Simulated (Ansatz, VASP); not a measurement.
One calculation of Tc, two programs

```
CELL_PARAMETERS angstrom
2.77606 0.00000 0.00000
-1.38803 2.40414 0.00000
0.00000 0.00000 4.45588
ATOMIC_POSITIONS crystal
Tc 0.66667 0.33333 0.75000
Tc 0.33333 0.66667 0.25000
```

Change from the starting cell: volume scaled by 1.04.

Alike in both runs: task single point; functional PBE; k mesh 11 × 11 × 6; occupations fermi-dirac, width 0.05 eV; no spin polarisation.

```csv
,VASP,Ansatz
version,VASP 6.6.1,Ansatz 0.2.0
potentials or method,"VASP PAW PBE potentials, release 64 (Tc_pv)",Ansatz PAW earlier set
plane-wave cutoff (eV),520,500
valence electrons in the cell,26,30
```

Ansatz gave:

```
gap on the k mesh at the Fermi level (eV)       : none
pressure (GPa)                                  : -8.3
largest component of the traceless stress (GPa) : 0.12
```

Question: Which values does VASP return?

Answer: gap on the k mesh at the Fermi level (eV): none; pressure (GPa): -8.9; largest component of the traceless stress (GPa): 0.13.

A gap of «none» marks a metal or a gap that the smearing closes. With one functional, cell and mesh, what is left measures potentials, basis and numerics. The two sets of potentials don't hold the same shells in valence.
